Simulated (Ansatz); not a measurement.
Ag under changes of volume

One of the cells (18.035 Å³/atom); the others are scaled copies at fixed shape and fractional positions:

```
Ag
1.0
     2.88620    0.00000    0.00000
    -1.44310    2.49952    0.00000
     0.00000    0.00000   10.00000
Ag
4
Direct
  0.00000 0.00000 0.50000
  0.00000 0.00000 0.00000
  0.66667 0.33333 0.75000
  0.33333 0.66667 0.25000
```

This isn't the form of Ag at room conditions, which is fcc.

- Program: Ansatz 0.2.0
- Functional: PBEsol
- Potentials or basis: Ansatz PAW
- Cutoff: 420 eV (not typed: the program's choice for these potentials)
- k mesh: 11 × 11 × 3
- Occupations: fermi-dirac, width 0.05 eV
- Spin: no spin polarisation

```tsv
volume (Å³/atom)	energy over the lowest point (meV/atom)	pressure (GPa)
16.953	0.00	-1.5
17.314	5.88	-3.7
17.675	16.30	-5.5
18.035	30.64	-7.1
18.396	48.32	-8.5
18.757	?	?
19.117	91.77	-10.7
```

**Question.** What does the run at 18.757 Å³/atom give?

**Answer.** Energy over the lowest point 68.84 meV/atom; pressure -9.7 GPa.

Worked out: A Birch-Murnaghan fit of order 3 (a polynomial in V^(-2/3)) to the other rows has its minimum at 16.74 Å³/atom, just outside them, with B0 = V·E''(V) = 120 GPa and B' = 6.0 at fixed shape and positions, which overstates the stiffness. It gives 68.87 meV/atom at 18.757 Å³/atom, against the run's 68.84, and -dE/dV = -9.7 GPa, against -9.7.

Energies are extrapolated to zero smearing.

Caveats: the PAW data sets come from PBE, with cores solved anew for the run's functional, which leaves a small shift of forces and pressure.
